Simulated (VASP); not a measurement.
# VASP inputs for InP (zincblende)

INCAR

```
NSW = 0
PREC = Accurate
LREAL = .FALSE.
ISIF = 2
SIGMA = 0.01
GGA = CA
ENCUT = 520
EDIFF = 1E-7
LWAVE = .FALSE.
NBANDS = 16
IBRION = -1
LCHARG = .FALSE.
NELM = 120
ISMEAR = 0
LASPH = .TRUE.
```

KPOINTS

```
KPOINTS created by Atomic Simulation Environment
0
Gamma
8 8 8
0 0 0
```

KPOINTS_OPT

```
special points
6
Reciprocal
0.0000000000 0.0000000000 0.0000000000 1
0.5000000000 0.0000000000 0.5000000000 1
0.5000000000 0.2500000000 0.7500000000 1
0.3750000000 0.3750000000 0.7500000000 1
0.5000000000 0.5000000000 0.5000000000 1
0.6250000000 0.2500000000 0.6250000000 1
```

POSCAR

```
In P
 1.0000000000000000
     0.0000000000000000    2.9537876444616966    2.9537876444616966
     2.9537876444616966    0.0000000000000000    2.9537876444616966
     2.9537876444616966    2.9537876444616966    0.0000000000000000
 In  P
   1   1
Cartesian
  0.0000000000000000  0.0000000000000000 -0.0000000000000000
  1.4768938222308481  1.4768938222308481  1.4768938222308481
```

VASP ran with the recommended LDA PAW datasets (18 valence electrons in the cell).

Q: Estimate the main results of this run.

A: gap between bands v and c 0.38 eV; least direct gap 0.38 eV; pressure -2.7 GPa.

Band v is the last that the valence electrons fill when counted band by band, and c is the next. Levels in eV from the top of v:

| point | v−1 | v | c | c+1 |
| --- | --- | --- | --- | --- |
| Γ | 0.00 | 0.00 | 0.38 | 3.96 |
| X | -2.28 | -2.28 | 1.63 | 2.13 |
| W | -2.91 | -2.87 | 4.17 | 4.19 |
| K | -3.26 | -1.91 | 2.22 | 4.23 |
| L | -0.96 | -0.96 | 1.27 | 4.70 |
